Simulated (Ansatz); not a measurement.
# BN: from supercell energies to defect levels (H interstitial)

Theory: DFT PBE+D3(BJ), scalar-relativistic, plane waves, PAW (Ansatz 0.2.0). Settings: 420 eV cutoff, 2×2×2 k-mesh, shifted by half a step, Gaussian smearing of 0.01 eV, collinear spin in charge 0 alone.

Host crystal, relaxed:

```cif
data_structure
_symmetry_space_group_name_H-M 'P 1'
_symmetry_Int_Tables_number 1
_cell_length_a 3.9820
_cell_length_b 2.5052
_cell_length_c 3.5671
_cell_angle_alpha 79.867
_cell_angle_beta 38.267
_cell_angle_gamma 61.866
_cell_volume 18.16
loop_
_atom_site_label
_atom_site_type_symbol
_atom_site_fract_x
_atom_site_fract_y
_atom_site_fract_z
_atom_site_occupancy
B1 B 0.00011 0.00011 0.99989 1
N1 N 0.66659 0.66659 0.33341 1
```

The H interstitial was set at (0.312, 0.333, 0.188) of the host cell, in a supercell of 48 sites (436 Å³), relaxed at fixed cell in each charge q. In charges +1, 0, -1 some atom moved by up to 1.0 Å, so the relaxed defect can differ in kind from the start: near the site, 1 N at 1.90 Å, 1 N at 1.92 Å, 1 B at 1.93 Å, 1 B at 1.95 Å, 1 B at 2.26 Å, 1 B at 2.27 Å became 1 N at 1.05 Å, 2 B at 1.99 Å, 1 B at 2.00 Å, 1 B at 2.08 Å, 1 N at 2.44 Å, 2 N at 2.52 Å (charge +1); 1 B at 1.33 Å (charge 0); 1 B at 1.21 Å (charge -1). The host's Kohn–Sham gap is 3.54 eV and its static dielectric constant 5.4 (mean). For each charge: the supercell's free energy over the neutral one with q electrons exchanged at the valence band top, F(q) − F(0) + qE_v; the image-charge term; and the term that aligns the potential far from the defect with the host's.

| q | F(q) − F(0) + qE_v (eV) | image charge (eV) | alignment (eV) |
| --- | --- | --- | --- |
| +1 | -2.886 | 0.533 | 0.011 |
| 0 | 0.000 | 0.000 | 0.000 |
| -1 | 1.093 | 0.533 | -0.091 |

Problem. Add the terms and find the levels between neighbouring charges, ε(q/q′) = [A(q′) − A(q)]/(q − q′), with and without the two corrections.

Solution. A(q): -2.342 eV for +1, 0.000 eV for 0, 1.535 eV for -1.
```tsv
level	corrected (eV over E_v)	uncorrected (eV)
(+1/0)	2.34	2.89
(0/-1)	1.53	1.09
```

As a check, a point charge in a simple cubic cell of this volume has q²αe²/(2εL) = 0.503 q² eV (e² = 14.40 eV Å, α = 2.837, L = 7.58 Å); the shape of the real cell and the anisotropy of ε can change it somewhat. The term grows as q², so it pushes donor levels down and acceptor levels up. The program doubts the alignment for q = +1, -1, so levels beside it are uncertain by about that term.

Problem. Which of these charges is lowest with the Fermi level at the valence band top, at mid-gap and at the conduction band bottom?

Solution. The line A(q) + qE_F that lies lowest gives the charge: +1 at E_F = 0.00 eV, +1 at E_F = 1.77 eV, -1 at E_F = 3.54 eV. The level (+1/0) lies above (0/-1), so charge 0 is never the lowest: a negative-U pattern, with a direct (+1/-1) level at 1.94 eV. Charges beyond those computed could lie lower near the band edges.

Problem. The neutral defect forms at 2.26 eV with atoms taken from and returned to the elements. What are the formation energies at those three Fermi levels, and what share of sites would hold the defect at 1200 K with E_F at mid-gap, if the host still stood at that temperature?

Solution. E_f = E_f(0) + A(q) + qE_F = -0.08, 1.69, 0.25 eV. In the dilute limit the share is exp(−E_f/k_BT) = exp(−1.693/0.1034) = 7.7×10⁻⁸, leaving out degeneracy and vibrational entropy. A negative value marks a Fermi level that can't be reached at these chemical potentials: the defect would form first and pull it back. This is the H-rich limit; a poorer supply of H, or a competing compound of it, raises E_f. The small cell and the narrow Kohn–Sham gap leave errors of tenths of an eV or more, which change the share by orders of magnitude.